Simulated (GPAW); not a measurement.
HgTe: energy against volume and a worked fit

The structure is cubic, space group F-43m (No. 216). Conventional cell: a = 6.429 Å, b = 6.429 Å, c = 6.429 Å, α = 90.00°, β = 90.00°, γ = 90.00°. Around Hg (site symmetry -43m) lie 4 Te at 2.78 Å. Around Te (site symmetry -43m) lie 4 Hg at 2.78 Å.

The cell was scaled at fixed shape and fractions and run with GPAW, the program's PAW data sets (release 1.2.1) made for this functional, cutoff 600 eV; LDA, k mesh 6 × 6 × 6 on the cell of 2 atoms, fermi-dirac occupations of 0.05 eV, no spin polarisation, no spin-orbit coupling. Energies are those that the program minimises, any entropy of the smearing included. For a metal such a mesh isn't converged to the digits shown.

```tsv
V (Å³/atom)	energy over the lowest row (meV/atom)
31.2225	21.578
31.8868	9.524
32.5512	2.530
33.2155	0.000
33.8798	?
34.5441	6.397
35.2084	14.461
```

Fit the third-order Birch-Murnaghan form, give V0, B0 and B′, and predict the energy left open.

With y = (V0/V)^(2/3), E = E0 + (9 V0 B0/16) [(y - 1)³ B′ + (y - 1)² (6 - 4y)]. Least squares through the rows shown give V0 = 33.2935 Å³/atom, E0 = -0.025 meV, B0 = 47.19 GPa (1 eV/Å³ = 160.218 GPa) and B′ = 5.06, with a largest miss of 0.004 meV. At V = 33.8798 the form with these constants gives 1.443 meV; the run gave 1.446 meV an atom. Measured volume: 33.73 Å³/atom at 300 K (a printed reference work), so the fit lies -1.3 % from it. Measured modulus: 43 GPa (a printed reference work), so the fit lies +9.7 % from it. The runs are for a static lattice.
